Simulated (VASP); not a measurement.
Crystal: ZrN.

```xyz
2
Lattice="0.0000 2.3000 2.3000 2.3000 0.0000 2.3000 2.3000 2.3000 0.0000" Properties=species:S:1:pos:R:3 pbc="T T T"
Zr    2.3000    2.3000    2.3000
N     0.0000    0.0000    0.0000
```

* Program: VASP 6.6.1
* Task: relaxation of cell and atoms
* Functional: PBEsol
* Potentials or basis: VASP PAW PBE potentials, release 64 (Zr_sv, N)
* Cutoff: 600 eV
* k mesh: 14 × 14 × 14
* Occupations: methfessel-paxton, width 0.1 eV
* Spin: no spin polarisation

At the start: pressure -7.6 GPa; volume 12.17 Å³/atom.

**Question.** How do energy, volume and symmetry change on relaxing?

**Answer.** Over 3 steps the energy falls by 8.9 meV/atom and the volume is 11.81 Å³/atom (-2.9 %); space group Fm-3m (No. 225, to 0.05 Å).

Step by step:
```tsv
step	energy change (eV)	largest force (eV/Å)	pressure (GPa)	volume (Å³)
1	0.0000	0.0000	-7.61	24.33
2	0.0439	0.0000	16.55	22.36
3	-0.0177	0.0000	-0.13	23.62
```

Final structure:
```yaml
crystal:
  lattice:
    - [0.00000, 2.27731, 2.27731]
    - [2.27731, 0.00000, 2.27731]
    - [2.27731, 2.27731, 0.00000]
  atoms:
    - { symbol: Zr, position: [0.50000, 0.50000, 0.50000] }
    - { symbol: N, position: [0.00000, 0.00000, 0.00000] }
```

Caveat: the PAW data sets were made with another functional, which shifts forces and pressure a little.
